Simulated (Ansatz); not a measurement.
# Ta2N: the cost of one run

Method: DFT PBE, scalar-relativistic, plane waves, PAW, in Ansatz 0.2.0.

## 1. The starting structure

The structure is trigonal, space group P-31m (No. 162). The conventional cell has a = 5.297 Å, b = 5.297 Å, c = 4.939 Å, α = 90.00°, β = 90.00°, γ = 120.00°. Ta (site symmetry m) is surrounded by 3 N at 2.15 to 2.16 Å. N (site symmetry 32) has 6 Ta at 2.16 Å as nearest neighbours. N (site symmetry -3m) has 6 Ta at 2.15 Å as nearest neighbours.

Structure file:

```
Ta N
1.0
     7.94486    4.58697    0.00000
    -7.94486    4.58697    0.00000
     0.00000    0.00000    9.87837
Ta N
36 18
Direct
  0.11091 0.55545 0.37681
  0.11091 0.55545 0.87681
  0.44424 0.22212 0.37681
  0.44424 0.22212 0.87681
  0.77757 0.88879 0.37681
  0.77757 0.88879 0.87681
  0.11121 0.22243 0.37681
  0.11121 0.22243 0.87681
  0.44455 0.88909 0.37681
  0.44455 0.88909 0.87681
  0.77788 0.55576 0.37681
  0.77788 0.55576 0.87681
  0.11121 0.88879 0.37681
  0.11121 0.88879 0.87681
  0.44455 0.55545 0.37681
  0.44455 0.55545 0.87681
  0.77788 0.22212 0.37681
  0.77788 0.22212 0.87681
  0.22243 0.11121 0.12319
  0.22243 0.11121 0.62319
  0.55576 0.77788 0.12319
  0.55576 0.77788 0.62319
  0.88909 0.44455 0.12319
  0.88909 0.44455 0.62319
  0.22212 0.44424 0.12319
  0.22212 0.44424 0.62319
  0.55545 0.11091 0.12319
  0.55545 0.11091 0.62319
  0.88879 0.77757 0.12319
  0.88879 0.77757 0.62319
  0.22212 0.77788 0.12319
  0.22212 0.77788 0.62319
  0.55545 0.44455 0.12319
  0.55545 0.44455 0.62319
  0.88879 0.11121 0.12319
  0.88879 0.11121 0.62319
  0.00000 0.33333 0.25000
  0.00000 0.33333 0.75000
  0.33333 0.00000 0.25000
  0.33333 0.00000 0.75000
  0.66667 0.66667 0.25000
  0.66667 0.66667 0.75000
  0.00000 0.66667 0.25000
  0.00000 0.66667 0.75000
  0.33333 0.33333 0.25000
  0.33333 0.33333 0.75000
  0.66667 0.00000 0.25000
  0.66667 0.00000 0.75000
  0.00000 0.00000 0.00000
  0.00000 0.00000 0.50000
  0.33333 0.66667 0.00000
  0.33333 0.66667 0.50000
  0.66667 0.33333 0.00000
  0.66667 0.33333 0.50000
```

The runs take a perfect supercell of 54 atoms; the defect goes to fractional position (0.111, 0.555, 0.377).

## 2. The perfect supercell

input.yaml

```yaml
crystal:
  lattice:
    - [7.944858, 4.586966, 0.0]
    - [-7.944858, 4.586966, 0.0]
    - [0.0, 0.0, 9.878365]
  atoms:
    - { symbol: Ta, position: [0.110908, 0.555454, 0.376809] }
    - { symbol: Ta, position: [0.110908, 0.555454, 0.876809] }
    - { symbol: Ta, position: [0.444241, 0.222121, 0.376809] }
    - { symbol: Ta, position: [0.444241, 0.222121, 0.876809] }
    - { symbol: Ta, position: [0.777574, 0.888787, 0.376809] }
    - { symbol: Ta, position: [0.777574, 0.888787, 0.876809] }
    - { symbol: Ta, position: [0.111213, 0.222426, 0.376809] }
    - { symbol: Ta, position: [0.111213, 0.222426, 0.876809] }
    - { symbol: Ta, position: [0.444546, 0.889092, 0.376809] }
    - { symbol: Ta, position: [0.444546, 0.889092, 0.876809] }
    - { symbol: Ta, position: [0.777879, 0.555759, 0.376809] }
    - { symbol: Ta, position: [0.777879, 0.555759, 0.876809] }
    - { symbol: Ta, position: [0.111213, 0.888787, 0.376809] }
    - { symbol: Ta, position: [0.111213, 0.888787, 0.876809] }
    - { symbol: Ta, position: [0.444546, 0.555454, 0.376809] }
    - { symbol: Ta, position: [0.444546, 0.555454, 0.876809] }
    - { symbol: Ta, position: [0.777879, 0.222121, 0.376809] }
    - { symbol: Ta, position: [0.777879, 0.222121, 0.876809] }
    - { symbol: Ta, position: [0.222426, 0.111213, 0.123191] }
    - { symbol: Ta, position: [0.222426, 0.111213, 0.623191] }
    - { symbol: Ta, position: [0.555759, 0.777879, 0.123191] }
    - { symbol: Ta, position: [0.555759, 0.777879, 0.623191] }
    - { symbol: Ta, position: [0.889092, 0.444546, 0.123191] }
    - { symbol: Ta, position: [0.889092, 0.444546, 0.623191] }
    - { symbol: Ta, position: [0.222121, 0.444241, 0.123191] }
    - { symbol: Ta, position: [0.222121, 0.444241, 0.623191] }
    - { symbol: Ta, position: [0.555454, 0.110908, 0.123191] }
    - { symbol: Ta, position: [0.555454, 0.110908, 0.623191] }
    - { symbol: Ta, position: [0.888787, 0.777574, 0.123191] }
    - { symbol: Ta, position: [0.888787, 0.777574, 0.623191] }
    - { symbol: Ta, position: [0.222121, 0.777879, 0.123191] }
    - { symbol: Ta, position: [0.222121, 0.777879, 0.623191] }
    - { symbol: Ta, position: [0.555454, 0.444546, 0.123191] }
    - { symbol: Ta, position: [0.555454, 0.444546, 0.623191] }
    - { symbol: Ta, position: [0.888787, 0.111213, 0.123191] }
    - { symbol: Ta, position: [0.888787, 0.111213, 0.623191] }
    - { symbol: "N", position: [0.0, 0.333333, 0.25] }
    - { symbol: "N", position: [0.0, 0.333333, 0.75] }
    - { symbol: "N", position: [0.333333, 0.0, 0.25] }
    - { symbol: "N", position: [0.333333, 0.0, 0.75] }
    - { symbol: "N", position: [0.666667, 0.666667, 0.25] }
    - { symbol: "N", position: [0.666667, 0.666667, 0.75] }
    - { symbol: "N", position: [0.0, 0.666667, 0.25] }
    - { symbol: "N", position: [0.0, 0.666667, 0.75] }
    - { symbol: "N", position: [0.333333, 0.333333, 0.25] }
    - { symbol: "N", position: [0.333333, 0.333333, 0.75] }
    - { symbol: "N", position: [0.666667, 0.0, 0.25] }
    - { symbol: "N", position: [0.666667, 0.0, 0.75] }
    - { symbol: "N", position: [0.0, 0.0, 0.0] }
    - { symbol: "N", position: [0.0, 0.0, 0.5] }
    - { symbol: "N", position: [0.333333, 0.666667, 0.0] }
    - { symbol: "N", position: [0.333333, 0.666667, 0.5] }
    - { symbol: "N", position: [0.666667, 0.333333, 0.0] }
    - { symbol: "N", position: [0.666667, 0.333333, 0.5] }
basis:
  ecutwfc: 420
  fft_grid_basis: typed
kpoints:
  mp_grid: { grid: [3, 3, 1] }
hamiltonian:
  xc: pbe
  pseudopotentials: { kind: paw }
scf:
  occupations: { method: gaussian, width: 0.05 }
output:
  forces: true
  stress: false
  eigenvalues: true
  bader: false
  write_density: true
  volumetric_format: npy
```

Run with:

```console
$ ansatz run input.yaml --threads 8 --pin off --max-ram 16384MiB --backend cpu --events-out ev --progress --plain --runs-dir out
```

What time and memory should one allow on 8 threads of AMD EPYC 9R45 (Zen 5), shared host?

About 2.9 s, with a peak of 3.4 GiB.
